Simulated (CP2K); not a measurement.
The system is CsI.

```
Cs I
1.0
     4.56670    0.00000    0.00000
     0.00000    4.56670    0.00000
     0.00000    0.00000    4.56670
Cs I
1 1
Direct
  0.00000 0.00000 0.00000
  0.50000 0.50000 0.50000
```

Program: CP2K 2026.2. Alike in all runs: task band structure; no spin polarisation; cell as given; k mesh 6 × 6 × 6.

**Question.** Order these runs on this cell by their band gap on the k mesh, lowest first.
A. level TB-mBJ; potentials or basis POTENTIAL_UZH Cs GTH-PBE-q9, I GTH-PBE-q7; TZVP-MOLOPT-PBE-GTH basis; smearing fermi-dirac 0.05 eV; EPS_DEFAULT 1.0E-9; NGRIDS 4; points a segment of the path (NPOINTS) 8; bands added on the path 6; CUTOFF of the grids 675 Ry
B. level r2SCAN; potentials or basis POTENTIAL_UZH Cs GTH-SCAN-q9, I GTH-SCAN-q7; TZVP-MOLOPT-SCAN-GTH basis; smearing fermi-dirac 0.05 eV; EPS_DEFAULT 1.0E-9; NGRIDS 5; points a segment of the path (NPOINTS) 10; bands added on the path 4; CUTOFF of the grids 675 Ry
C. level PBE; potentials or basis POTENTIAL_UZH Cs GTH-PBE-q9, I GTH-PBE-q7; TZVP-MOLOPT-PBE-GTH basis; smearing fermi-dirac 0.01 eV; EPS_DEFAULT 1.0E-10; NGRIDS 4; points a segment of the path (NPOINTS) 6; bands added on the path 6; CUTOFF of the grids 450 Ry
D. level LDA; potentials or basis GTH_POTENTIALS Cs GTH-PADE-q9, I GTH-PADE-q7; TZVP-MOLOPT-PBE-GTH basis; smearing fermi-dirac 0.05 eV; EPS_DEFAULT 1.0E-10; NGRIDS 4; points a segment of the path (NPOINTS) 10; bands added on the path 4; CUTOFF of the grids 450 Ry

**Answer.** D (3.55 eV), C (3.88 eV), A (4.26 eV), B (4.56 eV).

Caveats: spin-orbit coupling is left out, which moves the levels of the heavy elements; the basis of atomic orbitals isn't converged, which shifts pressures, moduli and gaps; this is a model potential without an energy functional, so only levels have meaning (some runs).

